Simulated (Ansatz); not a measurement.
The system is TiO2.

```
Ti O
1.0
     2.96826    0.00000    0.00000
     0.00021    4.70761    0.00000
     1.48357    0.24235    7.08346
Ti O
3 6
Cartesian
  0.0111 0.0020 0.0050
  1.4933 2.3377 2.2452
  2.9797 2.6161 4.8486
  1.4969 0.9041 0.9105
  2.9795 1.5111 3.2009
  1.4967 1.6498 5.7110
  2.9804 3.3042 1.3825
  1.4963 3.4427 3.8925
  2.9811 4.0496 6.1826
```

The cell comes from a database or a generator and needn't be the stable form of this composition.

| Quantity | Value |
| --- | --- |
| Program | Ansatz 0.2.0 |
| Task | relaxation of cell and atoms |
| Functional | PBE |
| Potentials or basis | Ansatz PAW |
| Cutoff | 420 eV (not typed: the program's choice for these potentials) |
| k mesh | 9 × 6 × 4 |
| Occupations | fermi-dirac, width 0.05 eV |
| Spin | no spin polarisation |

At the start: volume 11.00 Å³/atom.

Task: Where does the relaxation end?

Result: It ends after 23 steps and the volume is 11.26 Å³/atom (+2.4 %); space group C2 (No. 5, to 0.05 Å).

Step by step:
```csv
step,energy change (eV),largest force (eV/Å),volume (Å³)
1,0.0000,0.1189,98.98
2,-0.0141,0.0856,100.49
3,-0.0139,0.0388,101.00
4,-0.0139,0.0358,101.05
5,-0.0141,0.0278,101.06
6,-0.0143,0.0167,101.05
7,-0.0144,0.0124,101.04
8,-0.0145,0.0041,101.04
9,-0.0145,0.0019,101.03
10,-0.0145,0.0035,101.04
11,-0.0145,0.0019,101.04
12,-0.0145,0.0020,101.04
13,-0.0145,0.0021,101.04
14,-0.0145,0.0033,101.03
15,-0.0145,0.0051,101.03
16,-0.0145,0.0112,101.04
17,-0.0144,0.0161,101.07
18,-0.0151,0.0084,101.17
19,-0.0150,0.0073,101.18
20,-0.0264,0.0073,101.18
21,-0.0257,0.0090,101.37
22,-0.0258,0.0029,101.36
23,-0.0266,0.0029,101.36
```

Final structure:
```
CELL_PARAMETERS angstrom
2.97883 -0.00007 0.00013
0.00009 4.77685 -0.02335
1.48915 0.21074 7.12245
ATOMIC_POSITIONS crystal
Ti 0.97712 0.00038 0.00070
Ti 0.34624 0.48660 0.31700
Ti 0.66244 0.51415 0.68440
O 0.44429 0.18736 0.12828
O 0.78306 0.30229 0.44934
O 0.10602 0.30521 0.80479
O 0.91010 0.69554 0.19662
O 0.23171 0.69846 0.55207
O 0.57187 0.81339 0.87313
```

Caveat: the plane-wave basis is chosen anew once the cell has moved, so the energies of steps on either side of that aren't comparable; the pressure holds a Pulay correction of +0.7 GPa for the finite cutoff.
